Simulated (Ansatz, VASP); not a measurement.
Two plane-wave programs on Al3Pt

```xyz
4
Lattice="0.0000 3.1443 3.1443 3.1443 0.0000 3.1443 3.1443 3.1443 0.0000" Properties=species:S:1:pos:R:3 pbc="T T T"
Al    3.1443    3.1443    3.1443
Al    4.7164    4.7164    4.7164
Al    1.5721    1.5721    1.5721
Pt    0.0000    0.0000    0.0000
```

Change from the starting cell: species swapped into the CeCd3 type (Fm-3m, No. 225).

Alike in both runs: functional PBE; k mesh 12 × 12 × 12; occupations gaussian, width 0.1 eV; no spin polarisation.

Ansatz relaxed the structure, and its values are those at the end. VASP's run is a single point on that final structure, the one shown.

|  | VASP | Ansatz |
| --- | --- | --- |
| version | VASP 6.6.1 | Ansatz 0.2.0 |
| potentials or method | VASP PAW PBE potentials, release 64 (Al, Pt) | scalar-relativistic, plane waves, PAW |
| plane-wave cutoff (eV) | 520 | 420 |
| valence electrons in the cell | 19 | 27 |

Ansatz gave:

| Property | Result |
| --- | --- |
| gap on the k mesh at the Fermi level (eV) | none |
| pressure (GPa) | 0.0 |

Task: Which values does VASP return?

Result: gap on the k mesh at the Fermi level (eV): none; pressure (GPa): -0.1.

A gap of «none» marks a metal or a gap that the smearing closes. The two sets of potentials don't hold the same shells in valence.

The runs have no spin-orbit coupling, so splittings on Pt are missing.
